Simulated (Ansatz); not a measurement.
The system is BaTiO3.

```
Ba Ti O
1.0
     3.99980    0.00000    0.00000
     0.00000    3.99980    0.00000
     0.00000    0.00000    4.01800
Ba Ti O
1 1 3
Direct
  0.00000 0.00000 0.00000
  0.50000 0.50000 0.49000
  0.00000 0.50000 0.51700
  0.50000 0.00000 0.51700
  0.50000 0.50000 0.01900
```

- Program: Ansatz 0.2.0
- Task: relaxation of cell and atoms
- Functional: PBE
- Dispersion: D3(BJ)
- Potentials or basis: Ansatz PAW
- Cutoff: 420 eV (not typed: the program's choice for these potentials)
- k mesh: 7 × 7 × 7
- Occupations: fermi-dirac, width 0.05 eV
- Spin: no spin polarisation

At the start: volume 12.86 Å³/atom.

Question: Where does the relaxation end?

Answer: It ends after 11 steps and the volume is 12.92 Å³/atom (+0.5 %); space group P4mm (No. 99, to 0.05 Å).

Step by step:
```
step  energy change (eV)  largest force (eV/Å)  volume (Å³)
   1              0.0000                0.3115        64.28
   2             -0.0051                0.1463        64.01
   3             -0.0062                0.2113        64.01
   4             -0.0080                0.2148        64.05
   5             -0.0104                0.1581        64.56
   6             -0.0124                0.0059        64.54
   7             -0.0124                0.0065        64.53
   8             -0.0123                0.0008        64.57
   9             -0.0139                0.0010        64.57
  10             -0.0138                0.0016        64.61
  11             -0.0139                0.0016        64.61
```

Final structure:
```cif
data_structure
_symmetry_space_group_name_H-M 'P 1'
_symmetry_Int_Tables_number 1
_cell_length_a 3.9737
_cell_length_b 3.9737
_cell_length_c 4.0921
_cell_angle_alpha 90.000
_cell_angle_beta 90.000
_cell_angle_gamma 90.000
_cell_volume 64.61
loop_
_atom_site_label
_atom_site_type_symbol
_atom_site_fract_x
_atom_site_fract_y
_atom_site_fract_z
_atom_site_occupancy
Ba1 Ba 0.00000 0.00000 0.99619 1
Ti1 Ti 0.50000 0.50000 0.47939 1
O1 O 0.00000 0.50000 0.51805 1
O2 O 0.50000 0.00000 0.51805 1
O3 O 0.50000 0.50000 0.03131 1
```

Caveat: the plane-wave basis is chosen anew once the cell has moved, so the energies of steps on either side of that aren't comparable; the pressure holds a Pulay correction of +0.5 GPa for the finite cutoff.
